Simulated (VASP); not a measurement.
# Cu2O in VASP: single point with PBEsol

Aim: the single point of Cu2O with PBEsol.

Program: VASP 6.6.1. These are calculated values, not measurements. Logs are shortened: lines on timing, memory, paths and dates and some standing lists are left out, and cuts for length are marked.

**1. Starting point**

The cell holds a slab with vacuum, 36 atoms: a = 5.984 Å, b = 5.984 Å, c = 28.436 Å, α = 90.00°, β = 90.00°, γ = 120.00°.

**2. Single point, PBEsol**

File INCAR:

```
SYSTEM = Cu2O
ALGO = Fast
DIPOL = 0.5 0.5 0.500
EDIFF = 1E-7
ENCUT = 520
GGA = PS
ICORELEVEL = 1
IDIPOL = 3
ISIF = 2
ISMEAR = 0
KPAR = 4
LASPH = .TRUE.
LCHARG = .FALSE.
LDIPOL = .TRUE.
LREAL = Auto
LVACPOTAV = .TRUE.
LVHAR = .TRUE.
LWAVE = .FALSE.
NBANDS = 192
NCORE = 2
NELM = 80
PREC = Accurate
SIGMA = 0.03
```

File KPOINTS:

```
k-points
0
G
  6 6 1
  0 0 0
```

File POSCAR:

```
Cu2O
1.0
    5.9837256700      0.0000000000      0.0000000000
   -2.9918628400      5.1820584400      0.0000000000
    0.0000000000      0.0000000000     28.4356517700
O Cu
12 24
Direct
    0.3333333300      0.6666666700      0.2637534100
    0.6666666700      0.3333333300      0.3067073300
    0.0000000000      0.0000000000      0.3496612600
    0.3333333300      0.6666666700      0.3926151800
    0.6666666700      0.3333333300      0.4355691100
    0.0000000000      0.0000000000      0.4785230400
    0.3333333300      0.6666666700      0.5214769600
    0.6666666700      0.3333333300      0.5644308900
    0.0000000000      0.0000000000      0.6073848200
    0.3333333300      0.6666666700      0.6503387400
    0.6666666700      0.3333333300      0.6932926700
    0.0000000000      0.0000000000      0.7362465900
    0.0000000000      0.0000000000      0.2852303700
    0.5000000000      0.5000000000      0.2852303700
    0.0000000000      0.5000000000      0.2852303700
    0.5000000000      0.0000000000      0.2852303700
    0.6666666700      0.3333333300      0.3711382200
    0.1666666700      0.8333333300      0.3711382200
    0.6666666700      0.8333333300      0.3711382200
    0.1666666700      0.3333333300      0.3711382200
    0.3333333300      0.6666666700      0.4570460700
    0.8333333300      0.1666666700      0.4570460700
    0.3333333300      0.1666666700      0.4570460700
    0.8333333300      0.6666666700      0.4570460700
    0.0000000000      0.0000000000      0.5429539300
    0.5000000000      0.5000000000      0.5429539300
    0.0000000000      0.5000000000      0.5429539300
    0.5000000000      0.0000000000      0.5429539300
    0.6666666700      0.3333333300      0.6288617800
    0.1666666700      0.8333333300      0.6288617800
    0.6666666700      0.8333333300      0.6288617800
    0.1666666700      0.3333333300      0.6288617800
    0.3333333300      0.6666666700      0.7147696300
    0.8333333300      0.1666666700      0.7147696300
    0.3333333300      0.1666666700      0.7147696300
    0.8333333300      0.6666666700      0.7147696300
```

Potentials or basis: VASP PAW PBE potentials, release 64 (O, Cu).

Run with:

```bash
cat potpaw_PBE.64/O/POTCAR potpaw_PBE.64/Cu/POTCAR > POTCAR
mpirun -np 8 vasp_std > vasp.out
```

OUTCAR:

```text
SYSTEM = Cu2O
   EDIFF = 1E-7
   ENCUT = 520
   GGA = PS
   ISIF = 2
   ISMEAR = 0
   LASPH = .TRUE.
   LREAL = Auto
   NELM = 80
   PREC = Accurate

 ion  position               nearest neighbor table
   1  0.333  0.667  0.264-  15 1.83  16 1.83  14 1.83
   2  0.667  0.333  0.307-  15 1.83  16 1.83  14 1.83  17 1.83
   3  0.000  0.000  0.350-  19 1.83  20 1.83  18 1.83  13 1.83
   4  0.333  0.667  0.393-  18 1.83  19 1.83  20 1.83  21 1.83
   5  0.667  0.333  0.436-  22 1.83  23 1.83  24 1.83  17 1.83
   6  0.000  0.000  0.479-  25 1.83  23 1.83  24 1.83  22 1.83
   7  0.333  0.667  0.521-  21 1.83  27 1.83  28 1.83  26 1.83
   8  0.667  0.333  0.564-  27 1.83  28 1.83  26 1.83  29 1.83
   9  0.000  0.000  0.607-  31 1.83  32 1.83  30 1.83  25 1.83
  10  0.333  0.667  0.650-  30 1.83  31 1.83  32 1.83  33 1.83
  11  0.667  0.333  0.693-  34 1.83  35 1.83  36 1.83  29 1.83
  12  0.000  0.000  0.736-  35 1.83  36 1.83  34 1.83
  13  0.000  0.000  0.285-   3 1.83
  14  0.500  0.500  0.285-   1 1.83   2 1.83
  15  0.000  0.500  0.285-   1 1.83   2 1.83
  16  0.500  0.000  0.285-   1 1.83   2 1.83
  17  0.667  0.333  0.371-   2 1.83   5 1.83
  18  0.167  0.833  0.371-   4 1.83   3 1.83
  19  0.667  0.833  0.371-   3 1.83   4 1.83
[... 11 lines left out ...]
  31  0.667  0.833  0.629-   9 1.83  10 1.83
  32  0.167  0.333  0.629-   9 1.83  10 1.83
  33  0.333  0.667  0.715-  10 1.83
  34  0.833  0.167  0.715-  11 1.83  12 1.83
  35  0.333  0.167  0.715-  12 1.83  11 1.83
  36  0.833  0.667  0.715-  12 1.83  11 1.83

  LATTYP: Found a hexagonal cell.
 ALAT       =     5.9837256700
 C/A-ratio  =     4.7521650119

  Lattice vectors:

 A1 = (   5.9837256700,   0.0000000000,   0.0000000000)
 A2 = (  -2.9918628400,   5.1820584400,   0.0000000000)
 A3 = (   0.0000000000,   0.0000000000,  28.4356517700)

Analysis of symmetry for initial positions (statically):
=====================================================================
 Subroutine PRICEL returns:
 Original cell was already a primitive cell.

 Routine SETGRP: Setting up the symmetry group for a
 hexagonal supercell.

 Subroutine GETGRP returns: Found 12 space group operations
 (whereof  6 operations were pure point group operations)
 out of a pool of 24 trial point group operations.

The static configuration has the point symmetry C_3v.
 The point group associated with its full space group is D_3d.

Analysis of symmetry for dynamics (positions and initial velocities):
=====================================================================
 Subroutine PRICEL returns:
 Original cell was already a primitive cell.

 Routine SETGRP: Setting up the symmetry group for a
 hexagonal supercell.

 Subroutine GETGRP returns: Found 12 space group operations
 (whereof  6 operations were pure point group operations)
 out of a pool of 24 trial point group operations.

The dynamic configuration has the point symmetry C_3v.
 The point group associated with its full space group is D_3d.

 Subroutine INISYM returns: Found 12 space group operations
 (whereof  6 operations are pure point group operations),
 and found     1 'primitive' translations

----------------------------------------------------------------------------------------

                                     Primitive cell

  volume of cell :     881.7331

  direct lattice vectors                    reciprocal lattice vectors
     5.983725670  0.000000000  0.000000000     0.167119961  0.096486755  0.000000000
    -2.991862840  5.182058440  0.000000000     0.000000000  0.192973509  0.000000000
     0.000000000  0.000000000 28.435651770     0.000000000  0.000000000  0.035167121

  length of vectors
     5.983725670  5.983725673 28.435651770     0.192973509  0.192973509  0.035167121

  position of ions in fractional coordinates (direct lattice)
     0.333333330  0.666666670  0.263753410
     0.666666670  0.333333330  0.306707330
     0.000000000  0.000000000  0.349661260
     0.333333330  0.666666670  0.392615180
     0.666666670  0.333333330  0.435569110
     0.000000000  0.000000000  0.478523040
[... 28 lines left out ...]
     0.333333330  0.166666670  0.714769630
     0.833333330  0.666666670  0.714769630

  ion indices of the primitive-cell ions
   primitive index   ion index
                 1           1
                 2           2
                 3           3
                 4           4
                 5           5
[... 49 lines left out ...]

  Shift w.r.t. Gamma in fractional coordinates (k-lattice)
     0.000000000  0.000000000  0.000000000

 Subroutine IBZKPT returns following result:
 ===========================================

 Found      7 irreducible k-points:

 Following reciprocal coordinates:
            Coordinates               Weight
  0.000000  0.000000  0.000000      1.000000
  0.166667  0.000000  0.000000      6.000000
  0.333333  0.000000  0.000000      6.000000
  0.500000  0.000000  0.000000      3.000000
  0.166667  0.166667  0.000000      6.000000
  0.333333  0.166667  0.000000     12.000000
  0.333333  0.333333  0.000000      2.000000
   k-points           NKPTS =      7   k-points in BZ     NKDIM =      7   number of bands    NBANDS=    192
   number of dos      NEDOS =    301   number of ions     NIONS =     36
   total plane-waves  NPLWV = 497664
   dimension x,y,z NGX =    48 NGY =   48 NGZ =  216
   dimension x,y,z NGXF=    96 NGYF=   96 NGZF=  432
   ions per type =              12  24
   NGX,Y,Z   is equivalent  to a cutoff of  13.34, 13.34, 12.63 a.u.
   NGXF,Y,Z  is equivalent  to a cutoff of  26.67, 26.67, 25.26 a.u.
 SYSTEM =  Cu2O
   PREC   = accura    normal or accurate (medium, high low for compatibility)
   ISTART =      0    job   : 0-new  1-cont  2-samecut
   ICHARG =      2    charge: 1-file 2-atom 10-const
   ISPIN  =      1    spin polarized calculation?
   LNONCOLLINEAR =      F non collinear calculations
   LSORBIT =      F    spin-orbit coupling
   LASPH  =      T    aspherical Exc in radial PAW
   ENCUT  =  520.0 eV  38.22 Ry    6.18 a.u.  11.13 11.13 52.87*2*pi/ulx,y,z
   NELM   =     80;   NELMIN=  2; NELMDL= -5     # of ELM steps
   EDIFF  = 0.1E-06   stopping-criterion for ELM
   LREAL  =      T    real-space projection
   EDIFFG = 0.1E-05   stopping-criterion for IOM
   NSW    =      0    number of steps for IOM
   IBRION =     -1    ionic relax: 0-MD 1-quasi-New 2-CG
   NFREE  =      0    steps in history (QN), initial steepest desc. (CG)
   ISIF   =      2    stress and relaxation
   ISYM   =      2    0-nonsym 1-usesym 2-fastsym
   POTIM  = 0.5000    time-step for ionic-motion
   TEBEG  =    0.0;   TEEND  =   0.0 temperature during run
   PSTRESS=    0.0 pullay stress
   NELECT =     336.0000    total number of electrons
   NUPDOWN=      -1.0000    fix difference up-down
   EMIN   =  10.00;   EMAX   =-10.00  energy-range for DOS
   EFERMI =   0.00;   METHOD = LEGACY
   ISMEAR =     0;   SIGMA  =   0.03  broadening in eV -4-tet -1-fermi 0-gaus
   EFERMI_NEDOS =   21; number of points for ismear=-14 and -15
   IALGO  =     68    algorithm
   IMIX   =      4    mixing-type and parameters
     AMIX     =   0.40;   BMIX     =  1.00
     AMIX_MAG =   1.60;   BMIX_MAG =  1.00
  volume/ion in A,a.u.               =      24.49       165.28
  Fermi-wavevector in a.u.,A,eV,Ry     =   1.186886  2.242889 19.166493  1.408697
  Thomas-Fermi vector in A             =   2.323049
   LORBIT       =      0    0 simple, 1 ext, 2 COOP (PROOUT), +10 PAW based schemes
   GGA     = PS    functional components
   LHFCALC =     F    Hartree Fock is set to
   AEXX    =    0.0000 exact exchange contribution
   IVDW    =     0    specifies the selected vdW correction
   LEPSILON=     F    determine dielectric tensor
   LRPA    =     F    only Hartree local field effects (RPA)
 non-spin polarized calculation
 RMM-DIIS sequential band-by-band and
 Gauss-broadening in eV      SIGMA  =   0.03
  energy-cutoff  :      520.00
  volume of cell :      881.73
 maximum number of plane-waves:     23769
 NGX is ok and might be reduce to    48
   NGX = 23   NGY = 23   NGZ =105

 number of electron     336.0000064 magnetization

 dipolmoment           0.000000      0.000000      0.000000 electrons x Angstroem

 Free energy of the ion-electron system (eV)
  ---------------------------------------------------
  ext. energy  EPLUGINS =         0.00000000
  ---------------------------------------------------
  free energy    TOTEN  =      -176.01996605 eV

  energy without entropy =     -176.01996605  energy(sigma->0) =     -176.01996605

 the core state eigenenergies are
   1-  1s   -506.5304
   2-  1s   -507.6493
   3-  1s   -507.4914
   4-  1s   -507.4447
   5-  1s   -507.4694
   6-  1s   -507.4580
   7-  1s   -507.4580
   8-  1s   -507.4694
   9-  1s   -507.4447
  10-  1s   -507.4914
  11-  1s   -507.6493
  12-  1s   -506.5304
  13-  1s  -8847.4237  2s  -1059.5954  2p   -914.0640  3s   -111.6128  3p    -69.0171
[... 43 lines left out ...]
  35-  1s  -8848.1715  2s  -1060.4443  2p   -914.9084  3s   -112.1042  3p    -69.4747

  36-  1s  -8848.1715  2s  -1060.4443  2p   -914.9084  3s   -112.1042  3p    -69.4747

 E-fermi :   0.4091     XC(G=0):  -6.3568

 val. band max:        0.2064676274   @ k =   0.0000   0.0000   0.0000
 cond. band min:       0.6283981629   @ k =   0.0000   0.0000   0.0000
 fundamental gap:      0.4219305355
 Fermi energy:         0.4090697521

 k-point     1 :       0.0000    0.0000    0.0000
  band No.  band energies     occupation
      1     -19.9817      2.00000
      2     -19.8973      2.00000
      3     -19.8030      2.00000
      4     -19.7823      2.00000
      5     -19.7616      2.00000
      6     -19.7228      2.00000
[... 1270 lines left out ...]
    179       2.8531      0.00000
    180       2.8531      0.00000
 [bands above 180 left out]

------------------------ aborting loop because EDIFF is reached ----------------------------------------

  FORCE on cell =-STRESS in cart. coord.  units (eV):
  Direction    XX          YY          ZZ          XY          YZ          ZX
  --------------------------------------------------------------------------------------
  -------------------------------------------------------------------------------------
  Total       -8.6138728     -8.6138728      2.1261355      0.0000000      0.0000000      0.0000000
  in kB      -15.6520731    -15.6520731      3.8633527      0.0000000      0.0000000      0.0000000
  external PRESSURE =      -9.1469311 kB  Pullay stress =       0.0000000 kB

 VOLUME and BASIS-vectors are now :
 -----------------------------------------------------------------------------
  energy-cutoff  :      520.00
  volume of cell :      881.73
      direct lattice vectors                 reciprocal lattice vectors
     5.983725670  0.000000000  0.000000000     0.167119961  0.096486755  0.000000000
    -2.991862840  5.182058440  0.000000000     0.000000000  0.192973509  0.000000000
     0.000000000  0.000000000 28.435651770     0.000000000  0.000000000  0.035167121

 POSITION                                       TOTAL-FORCE (eV/Angst)
 -----------------------------------------------------------------------------------
     -0.00000      3.45471      7.50000        -0.000000      0.000000     -0.081398
      2.99186      1.72735      8.72142        -0.000000      0.000000     -0.516159
      0.00000      0.00000      9.94285        -0.000000      0.000000      0.468538
     -0.00000      3.45471     11.16427        -0.000000      0.000000      0.007245
      2.99186      1.72735     12.38569        -0.000000      0.000000     -0.011310
      0.00000      0.00000     13.60711        -0.000000      0.000000      0.006817
[... 28 lines left out ...]
      1.49593      0.86368     20.32494        -0.632929     -0.365422     -0.105296
      2.99186      3.45471     20.32494        -0.000000      0.730844     -0.105296
 -----------------------------------------------------------------------------------
    total drift:                               -0.000002      0.000001      0.000131

  FREE ENERGIE OF THE ION-ELECTRON SYSTEM (eV)
  ---------------------------------------------------
  free  energy   TOTEN  =      -176.0199660535 eV

  energy  without entropy=     -176.0199660535  energy(sigma->0) =     -176.01996605

 vacuum level on the upper side and lower side of the slab         4.924         4.924
```

It took 18 min on 8 MPI ranks of AMD EPYC 7R13 (Zen 3), shared host; peak memory 0.82 GiB.

What came out:

| Item | Value |
| --- | --- |
| Free energy | -176.0200 eV |
| Largest force | 0.738 eV/Å |
| Band gap on the k mesh | 0.42 eV, direct |
| Ionisation potential of the upper face | 4.72 eV |

Forces in eV/Å, atoms in the order of the input:
```
O    0.000  0.000 -0.081
O    0.000  0.000 -0.516
O    0.000  0.000  0.469
O    0.000  0.000  0.007
O    0.000  0.000 -0.011
O    0.000  0.000  0.007
O    0.000  0.000 -0.007
O    0.000  0.000  0.011
O    0.000  0.000 -0.007
O    0.000  0.000 -0.469
O    0.000  0.000  0.516
O    0.000  0.000  0.081
Cu   0.000  0.000 -0.430
Cu  -0.633  0.365  0.105
Cu   0.633  0.365  0.105
Cu   0.000 -0.731  0.105
Cu   0.000  0.000  0.066
Cu  -0.028  0.016  0.051
Cu   0.028  0.016  0.051
Cu   0.000 -0.033  0.051
Cu   0.000  0.000 -0.001
Cu   0.004 -0.002 -0.004
Cu  -0.004 -0.002 -0.004
Cu   0.000  0.004 -0.004
Cu   0.000  0.000  0.001
Cu  -0.004  0.002  0.004
Cu   0.004  0.002  0.004
Cu   0.000 -0.004  0.004
Cu   0.000  0.000 -0.066
Cu   0.028 -0.016 -0.051
Cu  -0.028 -0.016 -0.051
Cu   0.000  0.033 -0.051
Cu   0.000  0.000  0.430
Cu   0.633 -0.365 -0.105
Cu  -0.633 -0.365 -0.105
Cu   0.000  0.731 -0.105
```

Core levels (eV, on the scale of the bands):
| atom | levels |
| --- | --- |
| 1 O | 1s -506.5 |
| 2 O | 1s -507.6 |
| 3 O | 1s -507.5 |
| 4 O | 1s -507.4 |
| 5 O | 1s -507.5 |
| 6 O | 1s -507.5 |

Caveat: the PAW data sets were made with another functional, which shifts forces and pressure a little.
